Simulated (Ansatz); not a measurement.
# WC (Qusongite) (P-6m2) in Ansatz: notebook, part 2 of 2

Ansatz 0.2.0. Earlier steps stand in the parts before.

### 5 Relaxation of cell and atoms, LDA

Contents of input.yaml:

```yaml
crystal:
  lattice:
    - [2.9065, 0.0, 0.0]
    - [-1.45325, 2.5171028361, 0.0]
    - [0.0, 0.0, 2.8366]
  atoms:
    - { symbol: W, position: [0.0, 0.0, 0.0] }
    - { symbol: C, position: [0.6666666667, 0.3333333333, 0.5] }
kpoints:
  mp_grid: { grid: [10, 10, 9] }
scf:
  occupations: { method: fermi_dirac, width: 0.05 }
hamiltonian:
  xc: lda
  pseudopotentials: { kind: all_electron, lapw: { basis_error: 0.001 } }
output:
  forces: true
  stress: true
relax:
  f_tol: 0.02
  max_steps: 60
  cell: {}
```

Potentials or basis: all-electron LAPW, scalar-relativistic.

The run is started by

```sh
$ ansatz run input.yaml --threads 1 --pin off --max-ram 3072MiB --backend cpu --events-out ev --progress --plain --runs-dir out
```

Standard output:

```text
Warning: RAYON_NUM_THREADS=1 ignored (pool sized by the plan → 1); use --threads N
The last accepted step is kept in <dir> (removed where the run ends without a failure and the disk answers)
LAPW: plane waves up to 9.707 Å⁻¹, error target 1.0e-3 eV per atom; small_component_spin mean_spin; C in spheres of 0.874 Å, 6 of its electrons in bands, Dirac shells []; W in spheres of 1.258 Å, 44 of its electrons in bands, Dirac shells [] (how accurate: hamiltonian.pseudopotentials.lapw.basis_error, Limitations)
Engine: ansatz 0.2.0, aarch64-unknown-linux-gnu
Pseudopotentials: kind: all_electron
Pseudopotential: W, LAPW, valence charge 44, lapw/all_electron/scalar/gaussian/W, Koelling and Harmon's equation, gaussian nucleus
Pseudopotential: C, LAPW, valence charge 6, lapw/all_electron/scalar/gaussian/C, Koelling and Harmon's equation, gaussian nucleus
Functional definition: SPW92
  exchange = slater_x
  correlation = pw_c
Crystal: 2 atoms, lattice volume = 20.752 Å³
Basis set: ecut = 358.98678287319905 eV, 315 PW (Γ), exchange–correlation at level 2
Bands: 30, of which v1, the nominal top of the filled ones, is band 25 counted from 1 (24 counted from 0)
Symmetry: 12 space group operations
Space group: P-6m2 (ITA 187), of the structure as read, at distance tolerance 2.7e-5 Å
k-points: 70 of 900 (time reversal used)
Non-local potential: W, projectors of the file, none
Non-local potential: C, projectors of the file, none
Initial density: superposition of atomic densities (chi_scale 0.1, normalization cell, long waves kept (reshape's long-wave potential 0.00 eV rms))
Initial wavefunctions: plane waves of lowest kinetic energy (no species holds an atomic orbital)
Functional: x = slater, c = lda
iter 1 solved again at ethr=8.60e-3 eV; its pass at ethr=1.00e-1 eV (dr2=4.30e0 eV) is discarded
SCF iter   1: F=—  HF=-439978.433146 eV  |F-HF|=—  |Δ(HF+E_count)|=         —  Δρ=1.29e-1  dr2=4.30e0  ethr=8.60e-3  ⟨swp⟩=2.0  Hψ=12994  notcnv=0
preconditioner: auto → none  [metal: Δε(μ)=0.097 eV  Ē_g=27.515 eV  σ=0.050 eV  W_gap=0.40  n_scr=8 (ndim 8)  ℏωp=44.6 eV  f_vac=0.000  D(μ)=0.23/eV (n_scr^D=0)  sad-step TF]
iter 2 solved again at ethr=2.99e-4 eV; its pass at ethr=8.60e-3 eV (dr2=1.50e-1 eV) is discarded
SCF iter   2: F=—  HF=-439976.929126 eV  |F-HF|=—  |Δ(HF+E_count)|=    1.50e0  Δρ=2.76e-2  dr2=1.50e-1  ethr=2.99e-4  ⟨swp⟩=2.0  Hψ=10661  notcnv=0
SCF iter   3: F=—  HF=-439976.876505 eV  |F-HF|=—  |Δ(HF+E_count)|=   5.26e-2  Δρ=1.23e-2  dr2=1.34e-2  ethr=2.99e-4  ⟨swp⟩=3.0  Hψ=6510  notcnv=0
SCF iter   4: F=—  HF=-439976.871313 eV  |F-HF|=—  |Δ(HF+E_count)|=   5.19e-3  Δρ=4.01e-3  dr2=1.48e-3  ethr=2.68e-5  ⟨swp⟩=3.0  Hψ=6419  notcnv=0
SCF iter   5: F=—  HF=-439976.866733 eV  |F-HF|=—  |Δ(HF+E_count)|=   4.58e-3  Δρ=1.48e-3  dr2=2.89e-4  ethr=2.97e-6  ⟨swp⟩=3.0  Hψ=6233  notcnv=0
SCF iter   6: F=—  HF=-439976.866653 eV  |F-HF|=—  |Δ(HF+E_count)|=   7.98e-5  Δρ=1.08e-4  dr2=2.12e-6  ethr=5.78e-7  ⟨swp⟩=2.0  Hψ=6027  notcnv=0
SCF iter   7: F=—  HF=-439976.866651 eV  |F-HF|=—  |Δ(HF+E_count)|=   1.60e-6  Δρ=2.83e-5  dr2=9.65e-8  ethr=4.23e-9  ⟨swp⟩=2.5  Hψ=6087  notcnv=0
SCF iter   8: F=-439976.866651 eV  HF=-439976.866651 eV  |F-HF|=4.25e-9  |Δ(HF+E_count)|=   3.37e-8  Δρ=4.24e-6  dr2=3.10e-9  ethr=1.93e-10  ⟨swp⟩=3.0  Hψ=6288  notcnv=0
SCF 1 converged in 8 iterations: F = -439976.866651 eV  dr2 = 3.10e-9
relax step   1: F+E_penalty+E_count = -439976.86665106 eV  Δ(F+E_penalty+E_count) = +0.000e0 eV  max|allowed force component| = 2.776e-17 eV/Å  Δτ_max = 0.0000 Å  P = -9.748 GPa  Ω = 20.752 Å³  (8 SCF iters, accepted)
Crystal: 2 atoms, lattice volume = 19.992 Å³
Basis set: ecut = 368.0324399297891 eV, 315 PW (Γ), exchange–correlation at level 2
Initial density: handed on by an earlier stage of this run
Initial wavefunctions: those handed on with the density
[... 11 lines left out ...]
Crystal: 2 atoms, lattice volume = 20.274 Å³
Basis set: ecut = 364.6126863108615 eV, 315 PW (Γ), exchange–correlation at level 2
iter 1 solved again at ethr=4.90e-7 eV; its pass at ethr=1.00e-1 eV (dr2=2.45e-4 eV) is discarded
SCF iter   1: F=—  HF=-439976.881745 eV  |F-HF|=—  |Δ(HF+E_count)|=         —  Δρ=1.12e-3  dr2=2.60e-4  ethr=4.90e-7  ⟨swp⟩=4.0  Hψ=11367  notcnv=0
preconditioner: auto → none  [metal: Δε(μ)=0.050 eV  Ē_g=28.667 eV  σ=0.050 eV  W_gap=0.24  n_scr=8 (ndim 8)  ℏωp=45.2 eV  f_vac=0.004  D(μ)=0.26/eV (n_scr^D=0)]
iter 2 solved again at ethr=3.33e-8 eV; its pass at ethr=4.90e-7 eV (dr2=1.66e-5 eV) is discarded
[... 14 lines left out ...]
iter 5 solved again at ethr=6.09e-11 eV; its pass at ethr=1.34e-9 eV (dr2=3.04e-8 eV) is discarded
SCF iter   5: F=-439976.882057 eV  HF=-439976.882057 eV  |F-HF|=3.68e-8  |Δ(HF+E_count)|=   1.91e-7  Δρ=1.46e-5  dr2=3.04e-8  ethr=6.09e-11  ⟨swp⟩=2.0  Hψ=10515  notcnv=0
SCF 4 converged in 5 iterations: F = -439976.882057 eV  dr2 = 3.04e-8
relax step   4: F+E_penalty+E_count = -439976.88205698 eV  Δ(F+E_penalty+E_count) = -4.828e-4 eV  max|allowed force component| = 1.850e-17 eV/Å  Δτ_max = 0.0000 Å  P = -0.252 GPa  Ω = 20.271 Å³  (5 SCF iters, accepted)
Crystal: 2 atoms, lattice volume = 20.261 Å³
Basis set: ecut = 364.77081809303854 eV, 315 PW (Γ), exchange–correlation at level 2
iter 1 solved again at ethr=3.84e-9 eV; its pass at ethr=1.00e-1 eV (dr2=1.92e-6 eV) is discarded
SCF iter   1: F=—  HF=-439976.882091 eV  |F-HF|=—  |Δ(HF+E_count)|=         —  Δρ=1.36e-4  dr2=5.23e-6  ethr=3.84e-9  ⟨swp⟩=4.8  Hψ=11396  notcnv=0
preconditioner: auto → none  [metal: Δε(μ)=0.057 eV  Ē_g=28.672 eV  σ=0.050 eV  W_gap=0.27  n_scr=8 (ndim 8)  ℏωp=45.2 eV  f_vac=0.002  D(μ)=0.24/eV (n_scr^D=0)]
SCF iter   2: F=—  HF=-439976.882089 eV  |F-HF|=—  |Δ(HF+E_count)|=   2.14e-6  Δρ=5.78e-5  dr2=7.86e-7  ethr=3.84e-9  ⟨swp⟩=3.0  Hψ=6378  notcnv=0
SCF iter   3: F=—  HF=-439976.882088 eV  |F-HF|=—  |Δ(HF+E_count)|=   2.82e-7  Δρ=2.48e-5  dr2=1.58e-7  ethr=1.57e-9  ⟨swp⟩=3.0  Hψ=6330  notcnv=0
SCF iter   4: F=-439976.882088 eV  HF=-439976.882088 eV  |F-HF|=2.72e-8  |Δ(HF+E_count)|=   5.48e-8  Δρ=1.04e-5  dr2=2.65e-8  ethr=3.17e-10  ⟨swp⟩=2.9  Hψ=6111  notcnv=0
SCF 5 converged in 4 iterations: F = -439976.882088 eV  dr2 = 2.65e-8
relax step   5: F+E_penalty+E_count = -439976.88208834 eV  Δ(F+E_penalty+E_count) = -3.137e-5 eV  max|allowed force component| = 1.758e-16 eV/Å  Δτ_max = 0.0000 Å  P = -0.007 GPa  Ω = 20.261 Å³  (4 SCF iters, accepted)
iter 1 solved again at ethr=5.42e-11 eV; its pass at ethr=1.00e-1 eV (dr2=2.71e-8 eV) is discarded
SCF iter   1: F=—  HF=-439976.882086 eV  |F-HF|=—  |Δ(HF+E_count)|=         —  Δρ=1.04e-5  dr2=2.64e-8  ethr=5.42e-11  ⟨swp⟩=5.3  Hψ=11863  notcnv=0  reapply=9
preconditioner: auto → none  [metal: Δε(μ)=0.058 eV  Ē_g=28.672 eV  σ=0.050 eV  W_gap=0.27  n_scr=8 (ndim 8)  ℏωp=45.2 eV  f_vac=0.002  D(μ)=0.24/eV (n_scr^D=0)]
SCF iter   2: F=-439976.882086 eV  HF=-439976.882086 eV  |F-HF|=1.27e-8  |Δ(HF+E_count)|=   4.83e-9  Δρ=6.19e-6  dr2=9.02e-9  ethr=5.27e-11  ⟨swp⟩=3.0  Hψ=6373  notcnv=0
SCF 6 converged in 2 iterations: F = -439976.882086 eV  dr2 = 9.02e-9
relax step   6: F+E_penalty+E_count = -439976.88208646 eV  Δ(F+E_penalty+E_count) = +1.884e-6 eV  max|allowed force component| = 1.665e-16 eV/Å  Δτ_max = 0.0000 Å  P = -0.004 GPa  Ω = 20.261 Å³  stress off target by 8.28e-3 GPa  SCF on the basis re-selected at this cell (its energy is not comparable with the rows above)  (2 SCF iters)
basis re-selected at this cell: Δ(F+E_penalty+E_count) = +1.884e-6 eV, ΔP = +0.003 GPa vs the last step (what re-selecting the basis moved, after the strain that the cell walked since its last selection, with what the two solves' SCF thresholds leave and, on support functions, any second-order correction that the steps lacked; it is no measure of the basis error at this ecutwfc). This SCF's stress stands 8.28e-3 GPa from its target on what of the cell is left free (relax.cell.stress_tol is 5.00e-2 GPa) and its largest allowed force component is 1.67e-16 eV/Å (relax.f_tol is 2.00e-2 eV/Å): within both
SCF converged after 2 iterations
Free energy (F): -439976.882086 eV
Harris-Foulkes:  -439976.882086 eV  (|F-HF|=1.27e-8)
Internal energy: -439976.880127 eV  (E = F + TS)
E sigma→0 (E₀):  -439976.881107 eV
Entropy (-TS):   -0.001959 eV (-0.980 meV/atom)
Fermi energy:    25.993898 eV
--- Per-component energies (eV) ---
  E_band       = -4870.181235
  E_kinetic    = 492491.446191
  E_xc         = -8716.593199
  E_electrostatic = -923751.733119  (all electrons and nuclei)
  E_smearing   = -0.001959  (= −TS)
  E_closure    = 0.000000  (closes the sum)
  E_atoms      = -439953.591322  (free atoms, spherical and without spin; not in F)
  Σ components = -439976.882086   (vs F -439976.882086, Δ=0.00e0)
  Basis errors (estimates in eV, not in F): energy 3.9e-4 per atom: plane waves 3.5e-4 (2.0e-4 summed), levels above the bands 9.0e-61, relativity 1.1e-8, radial functions 3.5e-5, core shells 4.9e-7; eigenvalues (radial functions only) 1.3e-6; not estimated: angular momenta, meshes, grids; target (lapw.basis_error) 1.0e-3; muffin-tin radii C 0.867 Å, W 1.248 Å
--- Forces (eV/Å), atoms counted from 1 ---
  atom   1  W      0.00000000    -0.00000000     0.00000000
  atom   2  C     -0.00000000    -0.00000000    -0.00000000
  max |Σ_I F_I| component: 3.70e-16 eV/Å
--- Stress (GPa, compression-positive) ---
       -0.001890      -0.000000      -0.000000
       -0.000000      -0.001890      -0.000000
       -0.000000      -0.000000      -0.008277
  P = ⅓ Tr σ = -0.0040 GPa (-0.040 kbar)
--- Relaxed structure (5 steps of the walk, 5 accepted, 1 SCFs on fresh bases) ---
  F+E_penalty+E_count = -439976.88208646 eV   max|allowed force component| = 1.665e-16 eV/Å   (the final SCF, on the basis selected at the relaxed cell)
  cell:  # Å, volume = 20.2608 Å³
    - [2.8847066162536494, -2.419551642002915e-18, 1.2221905882911846e-33]
    - [-1.4423533081268247, 2.4982292121407084, 2.1214211519717386e-34]
    - [9.2773135918439e-34, 9.2773135918439e-34, 2.8114023901447203]
  atoms:
    - { symbol: W, position: [-3.700743415524894e-17, 2.2954127063455318e-34, -2.3738919364399497e-66] }
    - { symbol: C, position: [0.6666666666666666, 0.33333333333333326, 0.5] }
```

Wall time 1.7 min (1 thread of Arm Neoverse V1, shared host); peak memory 0.35 GiB.

Results:

```
Free energy                            : -439976.8821 eV
Relaxed volume                         : 10.13 Å³/atom
Relaxed cell                           : a = 2.885 Å, b = 2.885 Å, c = 2.811 Å, α = 90.00°, β = 90.00°, γ = 120.00°
Space group after relaxing (to 0.05 Å) : P-6m2 (No. 187)
Energy gained by relaxing              : 7.7 meV/atom
Ionic steps                            : 6
Pressure after relaxing                : 0.0 GPa
```

The path:
| step | energy change (eV) | largest force (eV/Å) | volume (Å³) |
| --- | --- | --- | --- |
| 1 | 0.0000 | 0.0000 | 20.75 |
| 2 | -0.0105 | 0.0000 | 19.99 |
| 3 | -0.0149 | 0.0000 | 20.27 |
| 4 | -0.0154 | 0.0000 | 20.27 |
| 5 | -0.0154 | 0.0000 | 20.26 |
| 6 | -0.0154 | 0.0000 | 20.26 |

Final structure:
```
W C
1.0
     2.88471    0.00000    0.00000
    -1.44235    2.49823    0.00000
     0.00000    0.00000    2.81140
W C
1 1
Direct
  0.00000 0.00000 0.00000
  0.66667 0.33333 0.50000
```

### 6 Overview

```csv
task,level,cell,cutoff (eV),smearing,gap on the mesh (eV),pressure (GPa)
single point,PBE,as given,335,gaussian 0.011 eV,none,5.7
single point,PBE,as given,335,gaussian 0.026 eV,none,5.7
single point,PBE,as given,335,gaussian 0.012 eV,none,5.7
relaxation of cell and atoms,LDA,relaxed,-,fermi-dirac 0.05 eV,-,0.0
```

Alike in all rows: potentials or basis all-electron LAPW, scalar-relativistic; no spin polarisation; k mesh 10 × 10 × 9; basis error allowed 0.001 eV/atom.

Every run on the cell as given and a fine mesh finds a metal.

Compare energies only between runs with the same functional and basis.
